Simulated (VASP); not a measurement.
From VASP inputs to Ansatz: CdSe (wurtzite)

INCAR

```
GGA = PE
NELM = 120
LASPH = .TRUE.
LCHARG = .FALSE.
LREAL = .FALSE.
NSW = 0
ISIF = 2
EDIFF = 1E-7
IBRION = -1
PREC = Accurate
ISMEAR = -1
ENCUT = 520
SIGMA = 0.02
LWAVE = .FALSE.
NBANDS = 26
```

KPOINTS

```
KPOINTS created by Atomic Simulation Environment
0
Gamma
12 12 4
0 0 0
```

KPOINTS_OPT

```
special points
6
Reciprocal
0.0000000000 0.0000000000 0.0000000000 1
0.5000000000 0.0000000000 0.0000000000 1
0.3333333333 0.3333333333 0.0000000000 1
0.0000000000 0.0000000000 0.5000000000 1
0.5000000000 0.0000000000 0.5000000000 1
0.3333333333 0.3333333333 0.5000000000 1
```

POSCAR

```
Cd Se
 1.0000000000000000
     4.3407236659636759    0.0000000000000000    0.0000000000000000
    -2.1703618329818379    3.7591769655328608   -0.0000000000000000
     0.0000000000000000    0.0000000000000000    7.0766459801944537
 Cd  Se
   2   2
Cartesian
 -0.0000000000000000  2.5061179770219075 -0.0033685105816551
  2.1703618329818379  1.2530589885109538  3.5349544795155721
 -0.0000000000000000  2.5061179770219075  2.6571107531545759
  2.1703618329818379  1.2530589885109538  6.1954337432518027
```

VASP ran with the recommended PBE PAW datasets (36 valence electrons in the cell).

Problem. Translate these files to an Ansatz input.

Solution. 

```yaml
crystal:
  lattice:
    - [4.340723666, 0.0, 0.0]
    - [-2.170361833, 3.7591769655, 0.0]
    - [0.0, 0.0, 7.0766459802]
  atoms:
    - { symbol: Cd, position: [0.3333333333, 0.6666666667, -0.0004760038] }
    - { symbol: Cd, position: [0.6666666667, 0.3333333333, 0.4995239962] }
    - { symbol: Se, position: [0.3333333333, 0.6666666667, 0.3754760038] }
    - { symbol: Se, position: [0.6666666667, 0.3333333333, 0.8754760038] }
kpoints:
  mp_grid: { grid: [12, 12, 4] }
  band_path:
    path:
      - [[0.0, 0.0, 0.0], [0.5, 0.0, 0.0], [0.3333333333, 0.3333333333, 0.0], [0.0, 0.0, 0.0], [0.0, 0.0, 0.5], [0.5, 0.0, 0.5], [0.3333333333, 0.3333333333, 0.5], [0.0, 0.0, 0.5]]
      - [[0.5, 0.0, 0.5], [0.5, 0.0, 0.0]]
      - [[0.3333333333, 0.3333333333, 0.0], [0.3333333333, 0.3333333333, 0.5]]
    npoints: 10
hamiltonian:
  xc: pbe
scf:
  occupations: { method: fermi_dirac, width: 0.02 }
  n_extra_bands: 5
output:
  forces: true
  stress: true
  eigenvalues: true
```

Other inputs would serve too.

```json
{"": "gap between bands v and c", "VASP": "0.61 eV", "Ansatz": "0.61 eV"}
{"": "least direct gap", "VASP": "0.61 eV", "Ansatz": "0.61 eV"}
{"": "pressure", "VASP": "1.7 GPa", "Ansatz": "1.4 GPa"}
```

Datasets and cutoffs are each program's own. VASP's cell holds 36 valence electrons and Ansatz's 72. Ansatz's stress includes a Pulay correction; VASP's doesn't. Ansatz solved a whole band path, VASP its corner points and band edges.
